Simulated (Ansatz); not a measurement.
# Ta: preparing bulk and slab

This session takes Ta and sets out to cut and relax a (100) slab.

Program: Ansatz 0.2.0. Level of theory: DFT PBE, scalar-relativistic, plane waves, PAW. These are calculated values, not measurements.

1 further run of the same task is left out (set aside as unsound or not needed).

**1. The system as given**

Symmetry: Im-3m, No. 229, cubic system. The conventional cell has a = 3.319 Å, b = 3.319 Å, c = 3.319 Å, α = 90.00°, β = 90.00°, γ = 90.00°. Ta (site symmetry m-3m) has 8 Ta at 2.87 Å in its first shell of neighbours.

As a file:

```cif
data_structure
_symmetry_space_group_name_H-M 'Im-3m'
_symmetry_Int_Tables_number 229
_cell_length_a 3.3188
_cell_length_b 3.3188
_cell_length_c 3.3188
_cell_angle_alpha 90.000
_cell_angle_beta 90.000
_cell_angle_gamma 90.000
_cell_volume 36.55
loop_
_atom_site_label
_atom_site_type_symbol
_atom_site_symmetry_multiplicity
_atom_site_Wyckoff_symbol
_atom_site_fract_x
_atom_site_fract_y
_atom_site_fract_z
_atom_site_occupancy
Ta1 Ta 2 a 0.00000 0.00000 0.00000 1
```

This cell was relaxed beforehand with the same method: volume 18.28 Å³/atom, gap on the mesh none (metal).

**2. Cutting the slab**

Planes are indexed in the bulk's conventional cell (Im-3m (No. 229)), a = 3.319 Å, b = 3.319 Å, c = 3.319 Å, α = 90.00°, β = 90.00°, γ = 90.00°.

A (100) slab, 5.0 Å thick as cut, with 16 Å of vacuum, in a 2×2 surface cell; its outer planes are Ta (top) and Ta (bottom).

The slab as cut. Layers, bottom to top:

| plane | atoms per cell | height over the lowest (Å) |
| --- | --- | --- |
| 1 | Ta4 | 0.00 |
| 2 | Ta4 | 1.66 |
| 3 | Ta4 | 3.32 |
| 4 | Ta4 | 4.98 |

**3. The clean surface, relaxed**

File input.yaml:

```yaml
crystal:
  lattice:
    - [6.6375792803, 0.0, 0.0]
    - [0.0, 6.6375792803, 0.0]
    - [0.0, 0.0, 20.9781844602]
  atoms:
    - { symbol: Ta, position: [0.25, 0.75, 0.3813485392] }
    - { symbol: Ta, position: [0.25, 0.25, 0.3813485392] }
    - { symbol: Ta, position: [0.75, 0.75, 0.3813485392] }
    - { symbol: Ta, position: [0.75, 0.25, 0.3813485392] }
    - { symbol: Ta, position: [0.5, 0.5, 0.4604495131] }
    - { symbol: Ta, position: [0.5, 0.0, 0.4604495131] }
    - { symbol: Ta, position: [0.0, 0.5, 0.4604495131] }
    - { symbol: Ta, position: [0.0, 0.0, 0.4604495131] }
    - { symbol: Ta, position: [0.75, 0.25, 0.5395504869] }
    - { symbol: Ta, position: [0.75, 0.75, 0.5395504869] }
    - { symbol: Ta, position: [0.25, 0.25, 0.5395504869] }
    - { symbol: Ta, position: [0.25, 0.75, 0.5395504869] }
    - { symbol: Ta, position: [0.0, 0.0, 0.6186514608] }
    - { symbol: Ta, position: [0.0, 0.5, 0.6186514608] }
    - { symbol: Ta, position: [0.5, 0.0, 0.6186514608] }
    - { symbol: Ta, position: [0.5, 0.5, 0.6186514608] }
basis:
  ecutwfc: 420
kpoints:
  mp_grid: { grid: [3, 3, 1] }
hamiltonian:
  xc: pbe
scf:
  occupations: { method: gaussian, width: 0.1 }
output:
  forces: true
  eigenvalues: true
  write_density: true
  write_potential: true
  elf: true
  volumetric_format: npy
relax:
  adjacent_minimum: "off"
  f_tol: 0.03
  max_steps: 70
  constraints: [{ sites: [0, 1, 2, 3, 4, 5, 6, 7] }]
efield:
  axis: 3
  dipole_correction: true
  ramp_width: 0.04
```

Launch:

```sh
> ansatz run input.yaml --threads 4 --pin off --max-ram 10240MiB --backend cpu --events-out ev --progress --plain --runs-dir out
```

Before running it: what results should come out? Wanted: clean slab: work function; clean slab: dipole along +c.

The runs gave:

```
                   quantity                                      value
  clean slab: work function  3.84 eV (top face), 3.97 eV (bottom face)
clean slab: dipole along +c                         0.031 e·Å per cell
```

What this shows: Spin-orbit coupling is left out for Ta.
